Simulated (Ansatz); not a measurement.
# Au(111) / 1 layer Tc(0001) / Au(111): resistance against film thickness, part 3 of 3

Aim: what a thin film of another metal adds to the resistance, first Au(111) / 1 layer Tc(0001) / Au(111).

Ansatz 0.2.0; Ansatz plane-wave DFT, LDA, PAW files; ballistic transport by layer matching (Landauer), zero bias; PAW set ansatz+soft_1.

So far. Step 6 (With 9 layers, k-mesh 15×15×1, film layers 9): The conductance of the junction is 2.7e14 S/m², 3.8 % over the 2.6e14 S/m² of the last finished run, within the error estimates, leads' steps apart, of 12 and 10 %.

## Step 7: The ladder

Times are for 4 threads of Arm Neoverse V1, shared host. The series side by side:

```
no.  film layers  area resistance that the stack adds (contact term taken off, spin by spin) (fΩ m²)  conductance of the junction (S/m²)     time  memory (GiB)
  1            1                                                                              0.7709                             5.15e14  2.4 min           1.1
  2            3                                                                               1.823                             3.34e14     95 s           1.1
  3            5                                                                               1.992                             3.16e14    2 min           1.4
  4            7                                                                               2.647                             2.62e14  2.7 min           1.7
  5            9                                                                               2.505                             2.72e14  3.4 min           2.0
```

## Step 8: With 3 layers

A repeat with a changed input, to see how far the result depends on it.

This step: Ansatz plane-wave DFT, LDA, PAW files; ballistic transport by layer matching (Landauer), zero bias; changed: output.transmission.kmesh = [8, 8]; PAW set ansatz+soft_1 (Ansatz 0.2.0).

System of this step: Au(111) / 3 layers Tc(0001) / Au(111). The cell holds 11 atoms: 8 Au and 3 Tc. Its edges and angles: a = 2.884 Å, b = 2.884 Å, c = 24.792 Å, α = 90.0°, β = 90.0°, γ = 120.0°. It derives from Au and Tc. Regions: lead, 8 atoms (8 Au); films, 3 atoms (3 Tc). The structure is stacked along c, and the current runs across the ab planes.

Contents of input.yaml:

```yaml
crystal:
  lattice:
    - [2.8837582304, 0.0, 0.0]
    - [-1.4418791152, 2.4974078859, 0.0]
    - [0.0, 0.0, 24.7922901448]
  atoms:
    - { symbol: Au, position: [0.0, 0.0, 0.047486108] }
    - { symbol: Au, position: [0.3333333333, 0.6666666667, 0.142458324] }
    - { symbol: Au, position: [0.6666666667, 0.3333333333, 0.2374305401] }
    - { symbol: Au, position: [0.0, 0.0, 0.3324027561] }
    - { symbol: Tc, position: [0.3333333333, 0.6666666667, 0.4199259094] }
    - { symbol: Tc, position: [0.6666666667, 0.3333333333, 0.5] }
    - { symbol: Tc, position: [0.3333333333, 0.6666666667, 0.5800740906] }
    - { symbol: Au, position: [0.6666666667, 0.3333333333, 0.6675972439] }
    - { symbol: Au, position: [0.0, 0.0, 0.7625694599] }
    - { symbol: Au, position: [0.3333333333, 0.6666666667, 0.857541676] }
    - { symbol: Au, position: [0.6666666667, 0.3333333333, 0.952513892] }
kpoints:
  mp_grid: { grid: [15, 15, 1] }
hamiltonian:
  xc: lda
  pseudopotentials: { kind: paw, azcp: { Au: "soft_1/Au.paw.azcp" }, xc_functional: pbe }
scf:
  occupations: { method: fermi_dirac, width: 0.1 }
output:
  transmission: { leads: [[0, 1]], kmesh: [8, 8], e_range: [-0.27, 0.27], de: 0.036 }
  write_potential: true
  write_density: true
  volumetric_format: npy
```

The run is started by

```bash
> ansatz run input.yaml --threads 4 --pin off --max-ram 8192MiB --backend cpu --events-out ev --progress --plain --runs-dir out
```

Numbers of over 12 decimals in the logs are rounded to 6 here.

Log:

```text
[...]
Crystal: 11 atoms, lattice volume = 178.552 Å³
Basis set: ecut = 500 eV, 4495 PW (Γ)
Bands: 119, of which v1, the nominal top of the filled ones, is band 99 counted from 1 (98 counted from 0)
Symmetry: 6 space group operations
[...]
k-points: 27 of 225 (time reversal used)
[...]
SCF iter   1: F=—  HF=-118863.628581 eV  |F-HF|=—  |Δ(HF+E_count)|=         —  Δρ=3.59e-1  dr2=4.74e3  ethr=3.10e-3  ⟨swp⟩=6.2  Hψ=12085  notcnv=0  defer=52
[...]
SCF iter  14: F=-118774.052593 eV  HF=-118774.052593 eV  |F-HF|=3.22e-8  |Δ(HF+E_count)|=   5.65e-9  Δρ=6.80e-7  dr2=3.26e-8  ethr=5.08e-11  ⟨swp⟩=11.1  Hψ=9670  notcnv=0
SCF 1 converged in 14 iterations: F = -118774.052593 eV  dr2 = 3.26e-8
[...]
transmission: 40 of 400 steps passed
transmission: 80 of 400 steps passed
[...]
transmission: 400 of 400 steps passed
SCF converged after 14 iterations
Free energy (F): -118774.052593 eV
[...]
Internal energy: -118773.833103 eV  (E = F + TS)
E sigma→0 (E₀):  -118773.942848 eV
Entropy (-TS):   -0.219490 eV (-19.954 meV/atom)
Fermi energy:    20.806607 eV
[...]
--- Band table (eV; the first three rows and the last of 27) ---
  k-point 0: bands = [... 95 lower, 18.7672, 18.9118, 18.9118, 18.9613, 19.8027, 19.8414, 19.8414, 20.4770, ... 16 higher]
  k-point 1: bands = [... 95 lower, 18.8543, 18.9482, 19.0553, 19.3993, 19.7707, 19.9342, 20.3824, 20.5673, ... 16 higher]
  k-point 2: bands = [... 95 lower, 18.9886, 19.1813, 19.2029, 19.7303, 20.1744, 20.2096, 20.5141, 20.6208, ... 16 higher]
  k-point 26: bands = [... 95 lower, 22.2887, 22.4093, 22.6696, 23.1660, 23.2739, 23.3211, 23.3220, 23.6735, ... 16 higher]
--- Transmission ---
  basis      : 73 plane waves across, 40 finite elements along
  points     : 10, standing for a mesh of 8 x 8
[...]
filled         : 65.7 meV over the level at which it is neutral
    channels       : 8.906250e-1 a spin
[...]
slowest decay  : 0.1397 /Å at (0.0000, 0.0000)
  junction   : crystal 0 to crystal 0, 0.70 to 23.14 Å
    transmission   : 3.648110e-1 a spin
[...]
resistance     : 1.3265e-3 Ω µm² beyond half of each lead's own
```

It took 41 s on 4 threads of Arm Neoverse V1, shared host; peak memory 1.1 GiB; 2.7 min of CPU time.

Residual by cycle:

cycle, log10 residual and a bar from the least value:
```
        1        3.7 ##############################
        2        2.8 ############################
        3        2.0 #########################
        5       -0.6 ###################
        6       -1.2 #################
        7       -1.7 ################
        8       -2.5 #############
        9       -3.5 ###########
       10       -4.9 #######
       12       -6.1 ####
       13       -6.8 ##
       14       -7.5
```

The run finished with changed settings (output.transmission.kmesh = [8, 8]); it serves as a test.

The two runs compared:

```
                                                                          quantity  this run  sound run  difference
                                          ballistic conductance of the lead (S/m²)  9.581e14   8.533e14      1.0e14
                                                    lead conductance per cell (G₀)   0.89060    0.79316      0.0974
                                                conductance of the junction (S/m²)  4.219e14   3.339e14      8.8e13
                                                junction conductance per cell (G₀)   0.39215    0.31037      0.0818
area resistance that the stack adds (contact term taken off, spin by spin) (fΩ m²)    1.3265     1.8229      -0.496
```

The two runs differ clearly in the area resistance that the stack adds (contact term taken off, spin by spin): 1.33 fΩ m² against 1.82 fΩ m².

## Step 9: Summary of results

* area resistance, 1 layer: 0.771 fΩ m²
* area resistance, 3 layers: 1.82 fΩ m²
* area resistance, 5 layers: 1.99 fΩ m²
* area resistance, 7 layers: 2.65 fΩ m²
* area resistance, 9 layers: 2.51 fΩ m²

In words: The stack adds 0.77 fΩ m² with 1 layer and 2.5 fΩ m² with 9. From 3 to 9 layers it grows by 37 %, though no single step exceeds the two runs' error estimates together; nothing scatters inside a perfect film, so this is no ohmic growth. Atoms sit on ideal sites and aren't relaxed. Spin-orbit coupling is left out, which matters for Au. The program's error estimates for the conductances, leads' steps apart, run from 8.4 to 12 %. Tc(0001) is stretched by 5.2 % in plane to fit Au(111).

[Logs are printed without paths, hosts, clocks, repeated set-up lines and the standing remarks that a program may print on its own settings, such as how far it seeks lower states.]

[Hosts, paths, dates, database ids (printed as entryN), source tags and the programs' standing remarks are cut or masked in the printed files.]
